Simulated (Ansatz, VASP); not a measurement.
## Sb: VASP beside Ansatz

Contents of INCAR:

```
SYSTEM = Sb
PREC     = Accurate       ! precision mode
ENCUT    = 520            ! plane-wave cutoff, eV
EDIFF    = 1E-8           ! SCF threshold, eV
ISMEAR   = -1             ! smearing method
SIGMA    = 0.05           ! smearing width, eV
LREAL    = .False.        ! projectors in reciprocal space
LASPH    = .True.         ! aspherical terms in the spheres
NELM     = 100            ! most SCF steps
ALGO     = Normal         ! electronic algorithm
ISIF     = 2              ! what is computed and relaxed
LWAVE    = .False.        ! write WAVECAR
LCHARG   = .False.        ! write CHGCAR
GGA      = PS             ! functional
LEFG     = .True.       
NBANDS   = 8              ! bands
```

File KPOINTS:

```
regular mesh
0
Gamma
  12 12 12
  0 0 0
```

Contents of POSCAR:

```
Sb
1.0
    0.0000000000      2.3050000000      2.3741500000
    2.3050000000      0.0000000000      2.3741500000
    2.3050000000      2.3050000000      0.0000000000
Sb
1
Direct
    0.0000000000      0.0000000000      0.0000000000
```

Input for Ansatz:

```yaml
crystal:
  lattice:
    - [0.0, 2.305, 2.37415]
    - [2.305, 0.0, 2.37415]
    - [2.305, 2.305, 0.0]
  atoms:
    - { symbol: Sb, position: [0.0, 0.0, 0.0] }
kpoints:
  mp_grid: { grid: [12, 12, 12] }
scf:
  occupations: { method: fermi_dirac, width: 0.05 }
hamiltonian:
  xc: pbesol
  pseudopotentials: { kind: all_electron, datasets: crystal }
output:
  forces: true
  stress: true
  eigenvalues: true
  efg: { contact_densities: true }
```

Change from the starting cell: zz strain of +3 %, crystal datasets.

Alike in both runs: task electric field gradients; functional PBEsol; k mesh 12 × 12 × 12; occupations fermi-dirac, width 0.05 eV; no spin polarisation.

|  | VASP | Ansatz |
| --- | --- | --- |
| version | VASP 6.6.1 | Ansatz 0.2.0 |
| potentials or method | VASP PAW PBE potentials, release 64 (Sb) | all-electron PAW with datasets made for the crystal, scalar-relativistic |
| plane-wave cutoff (eV) | 520 | see its input |

Ansatz gave:

* pressure (GPa): 2.8
* largest component of the traceless stress (GPa): 0.70
* Vzz of the field gradient on the site that differs most (V/Å²): 5.6

Estimate VASP's values.

pressure (GPa): 2.8; largest component of the traceless stress (GPa): 0.70; Vzz of the field gradient on the site that differs most (V/Å²): 4.9.

Ansatz ran all-electron here, so the differences hold the error of VASP's frozen core and of both bases. Ansatz warned: «gradients_without_spin_orbit».

Caveats: the PAW data sets were made with another functional, which shifts forces and pressure a little (VASP). The runs have no spin-orbit coupling, so splittings on Sb are missing.
